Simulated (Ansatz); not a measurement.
**W: the order of phases at one pressure**

Aim: bring W in several structures (fcc, bcc, hcp, omega, beta tin, diamond) to one pressure and rank them by enthalpy. The pressure is set by scaling the first phase. Methods of the runs shown: PAW.

Computed with Ansatz 0.2.0 (DFT, PBE, PAW with Ansatz's default frozen-core files, scalar-relativistic, unless a step's input says otherwise).

## (1) Starting point

The structure is cubic, space group Fm-3m (No. 225). The conventional cell has a = 3.999 Å, b = 3.999 Å, c = 3.999 Å, α = 90.00°, β = 90.00°, γ = 90.00°. W (site symmetry m-3m) has 12 W at 2.83 Å as nearest neighbours.

As a file:

```cif
data_structure
_symmetry_space_group_name_H-M 'Fm-3m'
_symmetry_Int_Tables_number 225
_cell_length_a 3.9986
_cell_length_b 3.9986
_cell_length_c 3.9986
_cell_angle_alpha 90.000
_cell_angle_beta 90.000
_cell_angle_gamma 90.000
_cell_volume 63.93
loop_
_atom_site_label
_atom_site_type_symbol
_atom_site_symmetry_multiplicity
_atom_site_Wyckoff_symbol
_atom_site_fract_x
_atom_site_fract_y
_atom_site_fract_z
_atom_site_occupancy
W1 W 4 a 0.00000 0.00000 0.00000 1
```

The file gives the conventional cell by its symmetry; the runs use the cell typed in the input.

## (2) Volume scaled by 0.971, to set the pressure, PAW

The input, input.yaml:

```yaml
crystal:
  lattice:
    - [0.0, 1.9992822213, 1.9992822213]
    - [1.9992822213, 0.0, 1.9992822213]
    - [1.9992822213, 1.9992822213, 0.0]
  atoms:
    - { symbol: W, position: [0.0, 0.0, 0.0] }
kpoints:
  mp_grid: { grid: [17, 17, 17] }
scf:
  occupations: { method: fermi_dirac, width: 0.08 }
hamiltonian:
  xc: pbe
  pseudopotentials: { kind: paw }
output:
  forces: true
  stress: true
  eigenvalues: true
  write_density: true
  write_potential: true
  elf: true
  volumetric_format: npy
```

On the command line:

```bash
$ ansatz run input.yaml --threads 1 --pin off --max-ram 3584MiB --backend cpu --events-out ev --progress --plain --runs-dir out
```

The runs that follow: Fcc relaxed under pressure, PAW; Bcc relaxed under pressure, PAW; Hcp relaxed under pressure, PAW; Omega relaxed under pressure, PAW; Beta tin relaxed under pressure, PAW; Diamond relaxed under pressure, PAW.

What does the calculation give? Wanted: pressure; lowest.

**Answer**, as computed:

| quantity | value |
| --- | --- |
| pressure | 8.7 GPa |
| lowest (PAW) | bcc, 493.3 meV/atom under fcc |

What this shows: By PAW the order is bcc < fcc < hcp < omega < beta tin < diamond. Only these structures were tried, with electrons smeared by 0.08 eV and without vibrations, so the true ground state may be another. The k meshes differ between phases and weren't tested, which can move differences by some meV. Spin-orbit coupling is left out, though the cell holds W; in elements this heavy it can shift bands and gaps by tenths of an eV.
